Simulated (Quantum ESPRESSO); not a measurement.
Wanted: the native input for a Quantum ESPRESSO 7.5 run.

| Quantity | Value |
| --- | --- |
| Task | band structure |
| Functional | PBE |
| Potentials or basis | PseudoDojo 0.4 FR PBE standard |
| Cutoff | 1088 eV |
| Density cutoff | 4354 eV |
| k mesh | 8 × 8 × 8 |
| Occupations | fermi-dirac, width 0.05 eV |
| Spin | spin-orbit coupling, no magnetisation |
| Mixing beta | 0.5 |
| Most SCF iterations | 120 |
| SCF threshold | 4e-10 Ry |

GaSb:

```
Sb Ga
1.0
     0.00000    3.05900    3.05900
     3.05900    0.00000    3.05900
     3.05900    3.05900    0.00000
Sb Ga
1 1
Direct
  0.75000 0.75000 0.75000
  0.00000 0.00000 0.00000
```

The input as run:

pw.in

```
&CONTROL
  calculation = 'scf'
  prefix = 'pwscf'
  outdir = './tmp'
  pseudo_dir = './pseudo'
  tprnfor = .true.
  tstress = .true.
  disk_io = 'low'
/
&SYSTEM
  ibrav = 0
  A = 4.32607929
  nat = 2
  ntyp = 2
  ecutwfc = 80
  nbnd = 42
  occupations = 'smearing'
  smearing = 'fd'
  degauss = 0.00367493
  noncolin = .true.
  lspinorb = .true.
/
&ELECTRONS
  conv_thr = 4d-10
  electron_maxstep = 120
  mixing_beta = 0.5
/
ATOMIC_SPECIES
Sb   121.7600 Sb.upf
Ga    69.7230 Ga.upf
CELL_PARAMETERS alat
   0.0000000000    0.7071067807    0.7071067807
   0.7071067807    0.0000000000    0.7071067807
   0.7071067807    0.7071067807    0.0000000000
ATOMIC_POSITIONS alat
Sb     1.0606601711    1.0606601711    1.0606601711
Ga     0.0000000000    0.0000000000    0.0000000000
K_POINTS automatic
8 8 8 0 0 0
```

pp_density.in

```
&INPUTPP
  prefix = 'pwscf'
  outdir = './tmp'
  filplot = 'density.dat'
  plot_num = 0
/
&PLOT
  nfile = 1
  filepp(1) = 'density.dat'
  iflag = 3
  output_format = 6
  fileout = 'density.cube'
/
```

pp_potential.in

```
&INPUTPP
  prefix = 'pwscf'
  outdir = './tmp'
  filplot = 'potential.dat'
  plot_num = 11
/
&PLOT
  nfile = 1
  filepp(1) = 'potential.dat'
  iflag = 3
  output_format = 6
  fileout = 'potential.cube'
/
```

bands.in

```
&CONTROL
  calculation = 'bands'
  prefix = 'pwscf'
  outdir = './tmp'
  pseudo_dir = './pseudo'
  disk_io = 'low'
  verbosity = 'high'
/
&SYSTEM
  ibrav = 0
  A = 4.32607929
  nat = 2
  ntyp = 2
  ecutwfc = 80
  nbnd = 42
  occupations = 'smearing'
  smearing = 'fd'
  degauss = 0.00367493
  noncolin = .true.
  lspinorb = .true.
/
&ELECTRONS
  conv_thr = 1d-08
  electron_maxstep = 120
  mixing_beta = 0.5
  diago_full_acc = .true.
  startingwfc = 'random'
/
ATOMIC_SPECIES
Sb   121.7600 Sb.upf
Ga    69.7230 Ga.upf
CELL_PARAMETERS alat
   0.0000000000    0.7071067807    0.7071067807
   0.7071067807    0.0000000000    0.7071067807
   0.7071067807    0.7071067807    0.0000000000
ATOMIC_POSITIONS alat
Sb     1.0606601711    1.0606601711    1.0606601711
Ga     0.0000000000    0.0000000000    0.0000000000
K_POINTS crystal
60
 0.0000000000  0.0000000000  0.0000000000 1
 0.0625000000  0.0000000000  0.0625000000 1
 0.1250000000  0.0000000000  0.1250000000 1
 0.1875000000  0.0000000000  0.1875000000 1
 0.2500000000  0.0000000000  0.2500000000 1
 0.3125000000  0.0000000000  0.3125000000 1
 0.3750000000  0.0000000000  0.3750000000 1
 0.4375000000  0.0000000000  0.4375000000 1
 0.5000000000  0.0000000000  0.5000000000 1
 0.5000000000  0.0625000000  0.5625000000 1
 0.5000000000  0.1250000000  0.6250000000 1
 0.5000000000  0.1875000000  0.6875000000 1
 0.5000000000  0.2500000000  0.7500000000 1
 0.4375000000  0.3125000000  0.7500000000 1
 0.3750000000  0.3750000000  0.7500000000 1
 0.3375000000  0.3375000000  0.6750000000 1
 0.3000000000  0.3000000000  0.6000000000 1
 0.2625000000  0.2625000000  0.5250000000 1
 0.2250000000  0.2250000000  0.4500000000 1
 0.1875000000  0.1875000000  0.3750000000 1
 0.1500000000  0.1500000000  0.3000000000 1
 0.1125000000  0.1125000000  0.2250000000 1
 0.0750000000  0.0750000000  0.1500000000 1
 0.0375000000  0.0375000000  0.0750000000 1
 0.0000000000  0.0000000000  0.0000000000 1
 0.0625000000  0.0625000000  0.0625000000 1
 0.1250000000  0.1250000000  0.1250000000 1
 0.1875000000  0.1875000000  0.1875000000 1
 0.2500000000  0.2500000000  0.2500000000 1
 0.3125000000  0.3125000000  0.3125000000 1
 0.3750000000  0.3750000000  0.3750000000 1
 0.4375000000  0.4375000000  0.4375000000 1
 0.5000000000  0.5000000000  0.5000000000 1
 0.5250000000  0.4500000000  0.5250000000 1
 0.5500000000  0.4000000000  0.5500000000 1
 0.5750000000  0.3500000000  0.5750000000 1
 0.6000000000  0.3000000000  0.6000000000 1
 0.6250000000  0.2500000000  0.6250000000 1
 0.5833333333  0.2500000000  0.6666666667 1
 0.5416666667  0.2500000000  0.7083333333 1
 0.5000000000  0.2500000000  0.7500000000 1
 0.5000000000  0.2857142857  0.7142857143 1
 0.5000000000  0.3214285714  0.6785714286 1
 0.5000000000  0.3571428571  0.6428571429 1
 0.5000000000  0.3928571429  0.6071428571 1
 0.5000000000  0.4285714286  0.5714285714 1
 0.5000000000  0.4642857143  0.5357142857 1
 0.5000000000  0.5000000000  0.5000000000 1
 0.4821428571  0.4821428571  0.5357142857 1
 0.4642857143  0.4642857143  0.5714285714 1
 0.4464285714  0.4464285714  0.6071428571 1
 0.4285714286  0.4285714286  0.6428571429 1
 0.4107142857  0.4107142857  0.6785714286 1
 0.3928571429  0.3928571429  0.7142857143 1
 0.3750000000  0.3750000000  0.7500000000 1
 0.6250000000  0.2500000000  0.6250000000 1
 0.5937500000  0.1875000000  0.5937500000 1
 0.5625000000  0.1250000000  0.5625000000 1
 0.5312500000  0.0625000000  0.5312500000 1
 0.5000000000  0.0000000000  0.5000000000 1
```

Potentials or basis: PseudoDojo 0.4 FR PBE standard.

Run with:

```bash
$ OMP_NUM_THREADS=1 pw.x -in pw.in > pw.out
$ OMP_NUM_THREADS=1 pp.x -in pp_density.in > pp_density.out
$ OMP_NUM_THREADS=1 pp.x -in pp_potential.in > pp_potential.out
$ OMP_NUM_THREADS=1 pw.x -in bands.in > bands.out
```

Results of the run:

```
Pressure               : 2.4 GPa
Band gap on the k mesh : none (metal or under the smearing width)
```

Run time: 12 min on 1 thread of Arm Neoverse V2 (shared host), peak memory 0.42 GiB.
